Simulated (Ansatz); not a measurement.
# What SnTe (F-43m) distorts into, part 3 of 3

Wanted: the energy along a soft mode of SnTe (F-43m) and the structure at the end.

Ansatz 0.2.0; DFT PBEsol, scalar-relativistic, plane waves, PAW; PAW set soft_1.

So far. Step 4 (The mode frozen in, largest atomic shift 0.6 Å): The run ends at a pressure of -1.08 GPa, with forces up to 0.12 eV/Å. Step 5 (Energy along the mode, all amplitudes (two of the runs …): The lowest of the steps tried is the last one, at 0.6 Å, 13.1 meV/atom below the parent; the bottom of the well need not coincide with a step.

## (6) Relaxation from the frozen mode (continued)

The steps of the relaxation:

```
step  energy less that of the first step (eV)  largest force component (eV/Å)  pressure (GPa)  volume (Å³)
   1                                   0.0000                          0.0881           -1.08       355.41
   2                                  -0.0801                          0.0859            0.26       338.24
   3                                  -0.1596                          0.0933            0.40       329.41
   4                                  -0.2762                          0.0888            0.50       320.24
   5                                  -0.5252                          0.0278            0.05       311.57
   6                                  -0.7261                          0.1476            1.05       293.07
   7                                  -0.7985                          0.1261            0.14       295.94
   8                                  -0.8040                          0.0624            0.12       296.64
   9                                  -0.8067                          0.0184            0.00       298.12
  10                                  -0.8065                          0.0107           -0.04       299.86
  11                                  -0.8071                          0.0012            0.01       298.69
 12*                                  -0.8168                          0.0012            0.08       298.69
  13                                  -0.8183                          0.0067            0.02       299.09
  14                                  -0.8184                          0.0046           -0.01       299.23
  15                                  -0.8184                          0.0003            0.00       299.21
 16*                                  -0.8184                          0.0003            0.00       299.21
```

Relaxation steps marked * repeat the geometry before them on a plane-wave basis chosen anew for their cell, so energy and pressure can jump there. Relaxation step 10 was tried and not accepted.

The run keeps the 8 symmetry operations that it works with, so distortions that break them were not tested.

```
     cell as run  before  after   change
           a (Å)   7.083  5.949  -16.0 %
           b (Å)   7.083  5.949  -16.0 %
           c (Å)   8.675  9.443   +8.9 %
           α (°)   65.91  71.64   +8.7 %
           β (°)   65.91  71.64   +8.7 %
volume (Å³/atom)   44.43  37.40  -15.8 %
```

The atoms that moved most (Å, as changes of fractional coordinates times the final cell):

```
atom      dx      dy      dz  length
 Sn4   0.177   0.066   0.177   0.259
 Sn1   0.177  -0.066  -0.177   0.259
 Sn2  -0.177  -0.066   0.177   0.259
 Sn3  -0.177   0.066  -0.177   0.259
 Te7   0.000   0.122   0.000   0.122
 Te8   0.000  -0.122   0.000   0.122
```

This step gave:

```
pressure        : 3.69e-4 GPa
volume per atom : 37.40 Å³
```

The distorted start has space group I-42m; the relaxation ends in I-42m.

## (7) The new phase in its own primitive cell

The relaxed structure is symmetrised, reduced to its primitive cell and relaxed tightly, as its phonons need.

Contents of input.yaml:

```yaml
crystal:
  lattice:
    - [-2.9744481039, 2.9744481039, 8.4547191015]
    - [2.9744481039, -2.9744481039, 8.4547191015]
    - [2.9744481039, 2.9744481039, -8.4547191015]
  atoms:
    - { symbol: Sn, position: [0.1820671516, 0.5757843199, 0.0] }
    - { symbol: Sn, position: [0.5757843199, 0.1820671516, 0.0] }
    - { symbol: Sn, position: [0.4242156801, 0.4242156801, 0.6062828317] }
    - { symbol: Sn, position: [0.8179328484, 0.8179328484, 0.3937171683] }
    - { symbol: Te, position: [0.0, 0.5, 0.5] }
    - { symbol: Te, position: [0.5, 0.0, 0.5] }
    - { symbol: Te, position: [0.2004089552, 0.2004089552, 0.0] }
    - { symbol: Te, position: [0.7995910448, 0.7995910448, 0.0] }
kpoints:
  mp_grid: { grid: [8, 8, 8] }
hamiltonian:
  xc: pbesol
  pseudopotentials: { kind: paw, azcp: { folder: soft_1 }, xc_functional: pbe }
scf:
  occupations: { method: methfessel_paxton, width: 0.2 }
output:
  forces: true
  stress: true
  eigenvalues: true
relax:
  adjacent_minimum: "off"
  f_tol: 0.001
  max_steps: 60
  cell: { stress_tol: 0.01 }
```

The run is started by

```
$ ansatz run input.yaml --threads 4 --pin off --max-ram 10240MiB --backend cpu --events-out ev --progress --plain --runs-dir out
```

Numbers of over 12 decimals in the logs are rounded to 6 here.

The program printed:

```text
[...]
- [2.973856, 2.973856, -8.455009]
  atoms:
    - { symbol: Sn, position: [0.182100, 0.575703, 0.0] }
    - { symbol: Sn, position: [0.575703, 0.182100, 0.0] }
    - { symbol: Sn, position: [0.424297, 0.424297, 0.606397] }
    - { symbol: Sn, position: [0.817900, 0.817900, 0.393603] }
    - { symbol: Te, position: [0, 0.5, 0.5] }
    - { symbol: Te, position: [0.5, 0, 0.5] }
    - { symbol: Te, position: [0.200412, 0.200412, 0] }
    - { symbol: Te, position: [0.799588, 0.799588, 0] }
[key lines of the parts left out:]
SCF converged after 6 iterations
Free energy (F): -51406.097969 eV
Fermi energy:    6.806535 eV
P = ⅓ Tr σ = 0.0001 GPa (0.001 kbar)
```

It took 57 s on 4 threads of Intel Xeon 6975P-C (Granite Rapids), shared host; peak memory 1.3 GiB; 3.7 min of CPU time.

Little changed from the start: no atom moved by 0.005 Å and no cell edge by 0.1 %.

Numbers from this step:

```
pressure        : 9.43e-5 GPa
volume per atom : 37.39 Å³
```

The largest force component left is 0.47 meV/Å and the pressure is 0.000 GPa, within the tolerances set. The cell now holds 37.39 Å³/atom.

## (8) The phases reached

The phases reached along the modes that were followed are set side by side.

Energies are those of the first relaxation, on the mesh of the frozen mode; space group, volume and gap are those of the last relaxation. Phases, by row:

```
                   mode frozen in  space group  energy from parent (meV/atom)  volume (Å³/atom)  gap on mesh (eV)  lowest zone-centre optical mode (cm⁻¹)  largest shift (Å)
                           parent        F-43m                              0             44.43                 0                                       –                  –
    q = (0, -0.5, -0.5), 36i cm⁻¹        P-6m2                         -233.4             30.74                 0                                   -45.6              1.078
    q = (0, -0.5, -0.5), 36i cm⁻¹     P6_3/mmc                         -298.7             31.46                 0                                    13.1              1.082
    q = (0, -0.5, -0.5), 36i cm⁻¹     P6_3/mmc                         -298.7             31.46                 0                                    12.8              1.083
q = (0.25, -0.5, -0.25), 36i cm⁻¹        I-42m                         -115.2             37.39                 0                                       –              0.839
```

## (9) Results

```yaml
unstable_mode_of_the_parent: q = (0.25, -0.5, -0.25), 36i cm⁻¹
depth_at_the_lowest_point_sampled: 13.1 meV/atom
largest_atomic_shift_at_that_point: 0.6 Å
space_group_reached_within_0p01_a: I-42m
energy_gained_over_the_parent_first_relaxation_on_the_mesh_of_the_frozen_mode: 115 meV/atom
volume_per_atom_phase_reached: 37.4 Å³
```

In words: Along this mode the structure falls into I-42m, 115 meV/atom below the parent. At the parent's cell the well is 13.06 meV/atom deep on the steps tried, with its lowest point at a shift of 0.6 Å. That is the last step tried, so the steps alone don't bracket the bottom of the well. Relaxing atoms and cell changes the gain by +102.19 meV/atom against the lowest step (energies at zero smearing). Most of the total comes from this relaxation. The modes of the phase reached were not computed on this path. Of the 4 patterns followed to their end from this parent, this one ends 183 meV/atom above the lowest, P6_3/mmc. Each path keeps the symmetry of its pattern, so a lower phase may lie along a pattern not tried. Where the functional closes the gap at Γ, the partly filled states at that one point of a Γ-centred mesh soften the zone-centre modes by up to a few per cent. With no gap, or one that is small against the smearing, the frequencies hang on the k mesh and the smearing, most of all near Kohn anomalies. A semilocal functional can close a gap that the real compound would have, so the metallic treatment may be an artefact of the level. Spin-orbit coupling is left out, which can matter for the heavy elements here. The PAW files were made for PBE and serve the other functionals too. A phonon run warned that its eigensolver left some bands unconverged in a pass.

[Logs are printed without paths, hosts, clocks, repeated set-up lines and the standing remarks that a program may print on its own settings, such as how far it seeks lower states.]

[Hosts, paths, dates, database ids (printed as entryN), source tags and the programs' standing remarks are cut or masked in the printed files.]
